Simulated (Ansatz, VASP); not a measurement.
One calculation of HgTe, two programs

File INCAR:

```
PREC = Accurate
ENCUT = 520
EDIFF = 1E-8
ISMEAR = -1
SIGMA = 0.08
LREAL = F
LASPH = T
NELM = 100
ALGO = Normal
ISIF = 2
LWAVE = F
LCHARG = F
GGA = CA
LEFG = T
NBANDS = 16
```

Contents of KPOINTS:

```
Automatic mesh
0
Gamma
  10 10 10
```

The input POSCAR:

```
HgTe
1.0
    0.0000000000      2.8338550000      2.9215000000
    2.8338550000      0.0000000000      2.9215000000
    2.8338550000      2.8338550000      0.0000000000
Hg Te
1 1
Direct
    0.0000000000      0.0000000000      0.0000000000
    0.5000000000      0.5000000000      0.5000000000
```

Input for Ansatz:

```yaml
crystal:
  lattice:
    - [0.0, 2.833855, 2.9215]
    - [2.833855, 0.0, 2.9215]
    - [2.833855, 2.833855, 0.0]
  atoms:
    - { symbol: Hg, position: [0.0, 0.0, 0.0] }
    - { symbol: Te, position: [0.5, 0.5, 0.5] }
kpoints:
  mp_grid: { grid: [10, 10, 10] }
scf:
  occupations: { method: fermi_dirac, width: 0.08 }
hamiltonian:
  xc: lda
  pseudopotentials: { kind: paw }
output:
  forces: true
  stress: true
  eigenvalues: true
  efg: { contact_densities: true }
  write_density: true
  write_potential: true
  elf: true
  volumetric_format: npy
```

Change from the starting cell: equal xx and yy strain of -3 %, PAW files.

Alike in both runs: task electric field gradients; functional LDA; k mesh 10 × 10 × 10; occupations fermi-dirac, width 0.08 eV; no spin polarisation.

|  | VASP | Ansatz |
| --- | --- | --- |
| version | VASP 6.6.1 | Ansatz 0.2.0 |
| potentials or method | VASP PAW LDA potentials, release 64 (Hg, Te) | PAW with Ansatz's default frozen-core files, scalar-relativistic |
| plane-wave cutoff (eV) | 520 | 420 |
| valence electrons in the cell | 18 | 36 |

```tsv
	VASP	Ansatz	Ansatz less VASP
pressure (GPa)	10.9	10.2	-0.74
largest component of the traceless stress (GPa)	3.48	3.36	-0.123
Vzz of the field gradient on the site that differs most (V/Å²)	66.1	44.2	-21.85
```

The two sets of potentials don't hold the same shells in valence. Ansatz warned: «gradients_without_spin_orbit».

Spin-orbit coupling is left out, which matters for the levels of Hg, Te.
